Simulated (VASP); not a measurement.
A run of VASP 6.6.1 is set up as follows.

Contents of INCAR:

```
ALGO = Fast
EDIFF = 1E-6
ENCUT = 520
GGA = PS
ISIF = 2
ISMEAR = 1
KPAR = 2
LASPH = T
LCHARG = T
LREAL = F
LVACPOTAV = T
LVHAR = T
LWAVE = F
NELM = 80
PREC = Accurate
SIGMA = 0.1
```

File KPOINTS:

```
k-points
0
Gamma
  16 16 1
```

POSCAR

```
Al                                      
1.0
    2.8567114000      0.0000000000      0.0000000000
    1.4283557000      2.4739846400      0.0000000000
    0.0000000000      0.0000000000     33.6599607000
  Al            
     9
Direct
     0.3333333300000021    0.3333333300000021    0.2226502454119155
     0.6666666699999979    0.6666666699999979    0.2923564073840269
     0.0000000000000000    0.0000000000000000    0.3612809356941982
     0.3333333300000021    0.3333333300000021    0.4307048301480360
     0.6666666699999979    0.6666666699999979    0.5000000000000000
     0.0000000000000000    0.0000000000000000    0.5692951698519640
     0.3333333300000021    0.3333333300000021    0.6387190643058019
     0.6666666699999979    0.6666666699999979    0.7076435926159732
     0.0000000000000000    0.0000000000000000    0.7773497545880845
```

Potentials or basis: VASP PAW PBE potentials, release 64 (Al).

Launch:

```sh
$ cat potpaw_PBE.64/Al/POTCAR > POTCAR
$ mpirun -np 2 vasp_std > vasp.out
```

(1) Predict the largest force.

Results:

(1) 0.055 eV/Å.

Caveat: the PAW data sets were made with another functional, which shifts forces and pressure a little.
